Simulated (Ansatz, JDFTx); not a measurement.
Given: the input of a run of Ansatz 0.2.0 on Nb. 

input.yaml

```yaml
crystal:
  lattice:
    - [-1.66395, 1.66395, 1.66395]
    - [1.66395, -1.66395, 1.66395]
    - [1.66395, 1.66395, -1.66395]
  atoms:
    - { symbol: Nb, position: [0.0, 0.0, 0.0] }
kpoints:
  mp_grid: { grid: [11, 11, 11] }
scf:
  occupations: { method: fermi_dirac, width: 0.05 }
hamiltonian:
  xc: pbe
  pseudopotentials: { kind: all_electron, lapw: { basis_error: 0.001 } }
output:
  forces: true
  stress: true
relax:
  f_tol: 0.01
  max_steps: 60
  cell: {}
```

Potentials or basis: all-electron LAPW, scalar-relativistic.

The run is started by

```bash
$ ansatz run input.yaml --threads 1 --pin off --max-ram 3072MiB --backend cpu --events-out ev --progress --plain --runs-dir out
```

What does the same run look like in JDFTx 1.7.0 (patched build)? Potentials or basis there: PseudoDojo-SR-PBE-0.5-stringent with smoothed tails, cutoff 1116 eV.

As run (cutoffs and basis follow the program's own potentials, and thresholds, step limits or extra output files can differ):

Contents of Nb.in:

```
lattice \
   -3.1444097851     3.1444097851     3.1444097851 \
    3.1444097851    -3.1444097851     3.1444097851 \
    3.1444097851     3.1444097851    -3.1444097851
coords-type Cartesian
ion Nb     0.0000000000     0.0000000000     0.0000000000 1

ion-species pseudo/Nb.upf
elec-cutoff 41
elec-ex-corr gga-PBE
kpoint-folding 11 11 11
elec-smearing Fermi 0.0018374661
elec-n-bands 12
electronic-SCF nIterations 100 energyDiffThreshold 1e-09
electronic-minimize nIterations 30 energyDiffThreshold 1e-7
forces-output-coords Cartesian
lattice-minimize nIterations 40 energyDiffThreshold 1e-6

dump-name run.$VAR
dump End Ecomponents EigStats BandEigs Kpoints Forces Stress
```

Potentials or basis: PseudoDojo-SR-PBE-0.5-stringent with smoothed tails.

Command:

```console
$ jdftx -c 1 -i Nb.in -o Nb.out
```

Both were run:

|  | Ansatz | JDFTx |
| --- | --- | --- |
| Relaxed volume | 18.21 Å³/atom | 18.22 Å³/atom |
| Relaxed cell | a = 2.871 Å, b = 2.871 Å, c = 2.871 Å, α = 109.47°, β = 109.47°, γ = 109.47° | a = 2.871 Å, b = 2.871 Å, c = 2.871 Å, α = 109.47°, β = 109.47°, γ = 109.47° |
| Space group after relaxing | Im-3m (No. 229) | Im-3m (No. 229) |
| Pressure after relaxing | 0.0 GPa | 0.0 GPa |

Where Ansatz's input types no cutoff or centring, it takes its own default and a Γ-centred mesh.

Pressure is positive in compression.
